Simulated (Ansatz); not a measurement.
Molecular dynamics on a 2×2×2 supercell (16 atoms) of CaS (rocksalt), relaxed with r2SCAN. Forces come from r2SCAN in Ansatz 0.2.0: constant energy and volume (NVE), velocities drawn at 2200 K, steps of 3 fs. Classical nuclei, no spin polarisation; a few dozen steps show the first response, not equilibrium.

```yaml
crystal:
  lattice:
    - [0.0, 5.6958902061, 5.6958902061]
    - [5.6958902061, 0.0, 5.6958902061]
    - [5.6958902061, 5.6958902061, 0.0]
  atoms:
    - { symbol: Ca, position: [0.0, 0.0, 0.0] }
    - { symbol: S, position: [0.25, 0.25, 0.25] }
    - { symbol: Ca, position: [0.0, 0.0, 0.5] }
    - { symbol: S, position: [0.25, 0.25, 0.75] }
    - { symbol: Ca, position: [0.0, 0.5, 0.0] }
    - { symbol: S, position: [0.25, 0.75, 0.25] }
    - { symbol: Ca, position: [0.0, 0.5, 0.5] }
    - { symbol: S, position: [0.25, 0.75, 0.75] }
    - { symbol: Ca, position: [0.5, 0.0, 0.0] }
    - { symbol: S, position: [0.75, 0.25, 0.25] }
    - { symbol: Ca, position: [0.5, 0.0, 0.5] }
    - { symbol: S, position: [0.75, 0.25, 0.75] }
    - { symbol: Ca, position: [0.5, 0.5, 0.0] }
    - { symbol: S, position: [0.75, 0.75, 0.25] }
    - { symbol: Ca, position: [0.5, 0.5, 0.5] }
    - { symbol: S, position: [0.75, 0.75, 0.75] }
kpoints:
  mp_grid: { grid: [2, 2, 2] }
hamiltonian:
  xc: r2scan
scf:
  occupations: { method: fermi_dirac, width: 0.19 }
md:
  ensemble: nve
  temperature: 2200
  timestep: 3.0
  n_steps: 30
  initial_velocities: maxwell_boltzmann
  seed: 8881
```

Run as `ansatz run input.yaml --threads 4 --pin off --max-ram 3686MiB --backend cpu --events-out ev --progress --plain --runs-dir out`. It took 4.4 min on 4 threads of Arm Neoverse V1, on a shared host; peak host memory 2 GiB.

| step | t (fs) | T (K) | free energy F from step 0 (meV/atom) | kinetic energy (meV/atom) | largest force (eV/Å) |
| --- | --- | --- | --- | --- | --- |
| 0 | 0 | 2200 | 0.0 | 266.6 | 0.00 |
| 1 | 3 | 2173 | 3.3 | 263.3 | 0.39 |
| 2 | 6 | 2091 | 13.2 | 253.4 | 0.78 |
| 3 | 9 | 1960 | 29.2 | 237.5 | 1.15 |
| 4 | 12 | 1784 | 50.5 | 216.2 | 1.50 |
| 5 | 15 | 1574 | 76.1 | 190.8 | 1.90 |
| 6 | 18 | 1343 | 104.2 | 162.7 | 2.32 |
| 7 | 21 | 1108 | 132.9 | 134.2 | 2.71 |
| 8 | 24 | 887 | 159.7 | 107.5 | 3.00 |
| 9 | 27 | 699 | 182.6 | 84.7 | 3.17 |
| 10 | 30 | 557 | 199.9 | 67.5 | 3.19 |
| 11 | 33 | 466 | 210.8 | 56.5 | 3.05 |
| 12 | 36 | 426 | 215.7 | 51.6 | 2.90 |
| 13 | 39 | 428 | 215.3 | 51.9 | 2.86 |
| 14 | 42 | 462 | 211.2 | 56.0 | 2.78 |
| 15 | 45 | 515 | 204.6 | 62.5 | 2.68 |
| 16 | 48 | 579 | 196.9 | 70.1 | 2.56 |
| 17 | 51 | 644 | 188.9 | 78.0 | 2.42 |
| 18 | 54 | 706 | 181.4 | 85.6 | 2.28 |
| 19 | 57 | 763 | 174.5 | 92.5 | 2.12 |
| 20 | 60 | 815 | 168.3 | 98.7 | 1.96 |
| 21 | 63 | 862 | 162.6 | 104.4 | 1.99 |
| 22 | 66 | 906 | 157.2 | 109.8 | 2.06 |
| 23 | 69 | 952 | 151.7 | 115.3 | 2.09 |
| 24 | 72 | 1000 | 145.9 | 121.1 | 2.08 |
| 25 | 75 | 1051 | 139.7 | 127.4 | 2.02 |
| 26 | 78 | 1106 | 133.0 | 134.1 | 1.92 |
| 27 | 81 | 1163 | 126.1 | 140.9 | 1.80 |
| 28 | 84 | 1216 | 119.6 | 147.4 | 1.66 |
| 29 | 87 | 1263 | 113.8 | 153.1 | 1.64 |
| 30 | 90 | 1299 | 109.5 | 157.4 | 1.74 |

The temperature starts at 2200 K, is lowest at step 12 (426 K, 36 fs) and ends at 1299 K. The atoms start on their lattice sites with kinetic energy alone, so much of it first passes into potential energy. The conserved energy stays within 0.79 meV an atom. By the last step the atoms have moved 0.25 Å in the root mean square, the drift of the whole cell taken out, 0.37 Å at most.

Positions (Å) and forces (eV/Å) at step 30:
```
Ca  -0.123  -0.003   0.050     0.930  -0.146  -0.629
S    2.905   2.919   2.787    -0.998  -0.066   0.551
Ca   2.815   3.046   0.113     0.163  -0.474  -0.412
S    5.580   5.522   2.715     0.367   0.099   0.458
Ca   3.064  -0.022   2.792    -0.788   0.920  -0.345
S    5.702   2.784   5.631    -0.066   0.113   0.346
Ca   5.490   2.652   2.854     0.929   0.436  -0.120
S    8.664   5.992   5.522    -0.947  -0.723   0.631
Ca  -0.024   2.532   3.025     0.719   0.979  -0.786
S    2.816   5.853   5.597     0.085  -0.372   0.712
Ca   2.734   5.794   2.961     0.227  -0.188  -0.610
S    5.700   8.428   5.695     0.032   0.263   0.409
Ca   2.768   3.024   5.955     0.339  -0.048  -0.752
S    5.704   5.604   8.377     0.529  -0.061   0.216
Ca   5.849   5.498   5.447    -0.487   0.601   0.761
S    8.759   8.791   8.724    -1.034  -1.332  -0.430
```
